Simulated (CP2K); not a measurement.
Ta:

```xyz
1
Lattice="2.8601 0.0000 0.0000 -0.9534 2.6965 0.0000 -0.9534 -1.3483 2.3353" Properties=species:S:1:pos:R:3 pbc="T T T"
Ta    0.0000    0.0000    0.0000
```

Base run:

- Program: CP2K 2026.2
- Functional: PBE
- Dispersion: D4
- Potentials or basis: POTENTIAL_UZH Ta GTH-PBE-q13; TZVP-MOLOPT-PBE-GTH basis
- Density cutoff: 6123 eV
- k mesh: 11 × 11 × 11
- Occupations: fermi-dirac, width 0.05 eV
- Spin: no spin polarisation

Its results: band gap on the k mesh none (metal or under the smearing width); pressure -1.3 GPa.

Question: The run is repeated on the same cell with these changes: dispersion from D4 to D3(BJ)+ATM. What comes out?

Answer: Band gap on the k mesh none (metal or under the smearing width); pressure -3.8 GPa.

Caveats: the basis of atomic orbitals isn't converged, which shifts pressures, moduli and gaps; pairwise dispersion overbinds metals, which lowers pressure and volume.

Not every run made on this cell is shown here.
